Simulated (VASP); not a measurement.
# VASP 6.6.1 run: GaN

INCAR

```
LASPH = .FALSE.
LCHARG = .FALSE.
NSW = 0
GGA = PE
LWAVE = .FALSE.
ENCUT = 520
PREC = Accurate
NELM = 120
NELMDL = -12
ISMEAR = -1
ISIF = 2
NBANDS = 16
LREAL = .FALSE.
EDIFF = 1E-7
SIGMA = 0.02
IBRION = -1
```

KPOINTS

```
KPOINTS created by Atomic Simulation Environment
0
Gamma
10 10 10
0 0 0
```

POSCAR

```
Ga N
 1.0000000000000000
     0.0000000000000000    2.0357714583000002    2.1085152339000000
     2.0357714583000002    0.0000000000000000    2.1085152339000000
     2.0357714583000002    2.0357714583000002    0.0000000000000000
 Ga  N
   1   1
Cartesian
  0.0000000000000000  0.0000000000000000  0.0000000000000000
  2.0357714583000002  2.0357714583000002  2.1085152339000000
```

The recommended PBE PAW datasets give the neutral cell 18 valence electrons.

Command

```
mpirun -np 1 vasp_std
```

OSZICAR

```
N       E                     dE             d eps       ncg     rms          rms(c)
DAV:   1     0.711807745989E+02    0.71181E+02   -0.93167E+03  3896   0.217E+03
DAV:   2    -0.892821560087E+01   -0.80109E+02   -0.74861E+02  3720   0.319E+02
DAV:   3    -0.129208559286E+02   -0.39926E+01   -0.39803E+01  3880   0.618E+01
DAV:   4    -0.129521866002E+02   -0.31331E-01   -0.31329E-01  4128   0.570E+00
DAV:   5    -0.129525357334E+02   -0.34913E-03   -0.34913E-03  3936   0.544E-01
DAV:   6    -0.129525457128E+02   -0.99794E-05   -0.99794E-05  4328   0.837E-02
DAV:   7    -0.129525460441E+02   -0.33130E-06   -0.33132E-06  3808   0.135E-02
DAV:   8    -0.129525460560E+02   -0.11942E-07   -0.11921E-07  3648   0.258E-03
DAV:   9    -0.129525460566E+02   -0.58662E-09   -0.58054E-09  2656   0.698E-04
DAV:  10    -0.129525460568E+02   -0.15825E-09   -0.13855E-09  2520   0.344E-04
DAV:  11    -0.129525460568E+02   -0.78217E-10   -0.45228E-10  2160   0.194E-04
DAV:  12    -0.129525460573E+02   -0.44201E-09   -0.15376E-10  2192   0.115E-04    0.762E+00
DAV:  13    -0.110445012824E+02    0.19080E+01   -0.42104E+00  4720   0.428E+01    0.242E+00
DAV:  14    -0.110362503080E+02    0.82510E-02   -0.27417E-01  3824   0.527E+00    0.161E+00
DAV:  15    -0.110234520756E+02    0.12798E-01   -0.26014E-02  3848   0.248E+00    0.445E-01
DAV:  16    -0.110217656248E+02    0.16865E-02   -0.66333E-03  4056   0.229E+00    0.104E-01
DAV:  17    -0.110217231381E+02    0.42487E-04   -0.47790E-04  3800   0.288E-01    0.139E-02
DAV:  18    -0.110217275176E+02   -0.43795E-05   -0.32655E-05  3816   0.621E-02    0.135E-02
DAV:  19    -0.110217296833E+02   -0.21658E-05   -0.17401E-06  3968   0.295E-02    0.179E-03
DAV:  20    -0.110217296828E+02    0.56161E-09   -0.31323E-07  3704   0.524E-03
   1 F= -.11021730E+02 E0= -.11021730E+02  d E =-.108272E-10
```

Standard output (part)

```
POSCAR found type information on POSCAR GaN
 POSCAR found :  2 types and       2 ions
 LDA part: xc-table for (Slater+PW92), standard interpolation
 POSCAR, INCAR and KPOINTS ok, starting setup
 WAVECAR not read
 entering main loop
```

From OUTCAR

```
k-points           NKPTS =    102   k-points in BZ     NKDIM =    102   number of bands    NBANDS=     16

   NELECT =      18.0000    total number of electrons

   dimension x,y,z NGX =    24 NGY =   24 NGZ =   24
   dimension x,y,z NGXF=    48 NGYF=   48 NGZF=   48

  energy-cutoff  :      520.00
  volume of cell :       17.48
      direct lattice vectors                 reciprocal lattice vectors
     0.000000000  2.035771458  2.108515234    -0.245607137  0.245607137  0.237133691
     2.035771458  0.000000000  2.108515234     0.245607137 -0.245607137  0.237133691
     2.035771458  2.035771458  0.000000000     0.245607137  0.245607137 -0.237133691

 k-points in reciprocal lattice and weights: KPOINTS created by Atomic Simulation Env
   0.00000000  0.00000000  0.00000000       0.001
   0.10000000 -0.00000000  0.00000000       0.008
   0.20000000 -0.00000000  0.00000000       0.008
   0.30000000  0.00000000  0.00000000       0.008
   0.40000000 -0.00000000  0.00000000       0.008
   0.50000000  0.00000000  0.00000000       0.004
   0.10000000  0.10000000  0.00000000       0.002
   0.20000000  0.10000000  0.00000000       0.008
   ...

 E-fermi :   9.5019

 k-point     1 :       0.0000    0.0000    0.0000
  band No.  band energies     occupation
      1      -9.2194      2.00000
      2      -5.0960      2.00000
      3      -5.0683      2.00000
      4      -5.0683      2.00000
      5      -4.9818      2.00000
      6      -4.9274      2.00000
      7       8.1853      2.00000
      8       8.1853      2.00000
      9       8.4916      2.00000
     10      12.0637      0.00000
     11      23.9105      0.00000
     12      24.1907      0.00000
     13      24.1907      0.00000
     14      24.8430      0.00000
     15      25.2739      0.00000
     16      26.4098      0.00000

 k-point     2 :       0.1000   -0.0000    0.0000
  band No.  band energies     occupation
      1      -9.0089      2.00000
      2      -5.0947      2.00000
      3      -5.0711      2.00000
      4      -5.0559      2.00000
      5      -4.9930      2.00000
      6      -4.9496      2.00000
      7       7.1516      2.00000
      8       8.2349      2.00000
      9       8.4215      2.00000
     10      12.9330      0.00000
     11      21.5712      0.00000
     12      23.1319      0.00000
     13      23.8107      0.00000
     14      25.0887      0.00000
     15      25.9198      0.00000
     16      25.9455      0.00000

 k-point     3 :       0.2000   -0.0000    0.0000
  band No.  band energies     occupation
      1      -8.3971      2.00000
      2      -5.1212      2.00000
      3      -5.1134      2.00000
      4      -5.0794      2.00000
      5      -4.9581      2.00000
      6      -4.9505      2.00000
      7       5.0681      2.00000
      8       8.3754      2.00000
      9       8.4506      2.00000
     10      14.1399      0.00000
     11      19.5264      0.00000
     12      21.3395      0.00000
     13      22.1609      0.00000
     14      25.1943      0.00000
     15      26.6478      0.00000
     16      26.6846      0.00000

 ...

  Total        3.6751731      3.6751731      2.4856544      0.0000000      0.0000000     -0.0000000
  in kB      336.9175253    336.9175253    227.8696778      0.0000000      0.0000000     -0.0000000
  external PRESSURE =     300.5682428 kB  Pullay stress =       0.0000000 kB

 POSITION                                       TOTAL-FORCE (eV/Angst)
 -----------------------------------------------------------------------------------
      0.00000      0.00000      0.00000         0.000000     -0.000000      0.000000
      2.03577      2.03577      2.10852        -0.000000      0.000000     -0.000000
 -----------------------------------------------------------------------------------
    total drift:                                0.000000     -0.000000     -0.000000

  FREE ENERGIE OF THE ION-ELECTRON SYSTEM (eV)
  ---------------------------------------------------
  free  energy   TOTEN  =       -11.0217296828 eV

  energy  without entropy=      -11.0217296828  energy(sigma->0) =      -11.02172968
```

It converged. Results: gap between bands v and c on the k mesh 0.91 eV; least direct gap on the k mesh 3.57 eV; pressure 30.1 GPa. Band v is the last that the valence electrons fill when counted band by band, and c is the next.

For comparison, a separate PBE run of the intended cell, on usual settings and not on those above, gives a gap of 0.91 eV on its mesh and a pressure of 30.1 GPa.

The run above took about 13 s on one core of a shared host (Intel Xeon 6975P-C) and held 0.16 GiB at most.
